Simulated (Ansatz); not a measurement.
Starting cell, GeTe (alpha-GeTe type, space group R3m):

```
GeTe
1.0
    4.18701     2.41737     7.37359
   -2.09351     1.20869     3.68680
    0.00000    -2.41737     3.68680
Ge Te
2 2
Direct
  0.11592   0.23184   0.23184
  0.61592   0.23184   0.23184
  0.38408   0.76816   0.76816
  0.88408   0.76816   0.76816
```

A phonon eigenvector at L = (0.5, 0.0, 0.0) is frozen into this cell: atom i moves by Q times the vector below, so Q is the largest atomic displacement, in Å. The cell is held. (q is in reciprocal vectors of the primitive cell; the cell shown is doubled to hold the pattern.)

```json
[
 {"atom": "Ge1", "x": "0.500", "y": "-0.866", "z": "0.000"},
 {"atom": "Ge2", "x": "-0.500", "y": "0.866", "z": "0.000"},
 {"atom": "Te3", "x": "-0.417", "y": "0.722", "z": "0.000"},
 {"atom": "Te4", "x": "0.417", "y": "-0.722", "z": "0.000"}
]
```

The numbers are results of r2SCAN (plane waves to 500 eV, PAW, scalar-relativistic; Ansatz, an electronic-structure program), not measurements. k mesh 5×10×10 (Γ-centred), Fermi-Dirac smearing 0.05 eV. GeTe was relaxed with its symmetry unable to fall. Spin-orbit coupling is left out, though Te is heavy.

At one point of the scan the forces (eV/Å) are:

```json
[
 {"atom": "Ge1", "Fx": "-0.125", "Fy": "0.177", "Fz": "-0.046"},
 {"atom": "Ge2", "Fx": "0.091", "Fy": "-0.197", "Fz": "-0.046"},
 {"atom": "Te3", "Fx": "0.176", "Fy": "-0.265", "Fz": "0.046"},
 {"atom": "Te4", "Fx": "-0.141", "Fy": "0.285", "Fz": "0.046"}
]
```

Q: Which point is it?
(A) Q = 0.150 Å
(B) Q = 0.120 Å
(C) Q = 0.090 Å
(D) Q = 0.030 Å

A: A, Q = 0.150 Å

(For displaced atoms, the force is minus the slope of the energy, and its curvature is a force constant, which sets phonon frequencies.)
